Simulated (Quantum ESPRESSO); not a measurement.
The system is Cu, a slab with vacuum.

```
Cu
1.0
     2.53410    0.00000    0.00000
    -1.26705    2.19459    0.00000
     0.00000    0.00000   23.22514
Cu
5
Direct
  0.33333 0.66667 0.32293
  0.66667 0.33333 0.41146
  0.33333 0.66667 0.50000
  0.66667 0.33333 0.58854
  0.33333 0.66667 0.67707
```

The slab is cut from a database's or a generator's crystal, which needn't be the stable form of the element.

A sound run:

```yaml
Program: Quantum ESPRESSO 7.5
Task: work function
Functional: PBE
Potentials_or_basis: Ansatz NC SR PBE
Cutoff: 1252 eV
Density_cutoff: 5007 eV
k_mesh: 12 × 12 × 1
Occupations: fermi-dirac, width 0.05 eV
Spin: no spin polarisation
```

It gives largest force 0.215 eV/Å; band gap on the k mesh none (metal or under the smearing width).

What do these careless settings give instead: cutoff 381 eV in place of 1252 eV; density cutoff 1524 eV in place of 5007 eV?

Largest force 4.185 eV/Å; band gap on the k mesh none (metal or under the smearing width). The run converged, but these numbers show the error of the settings and aren't properties of the slab.
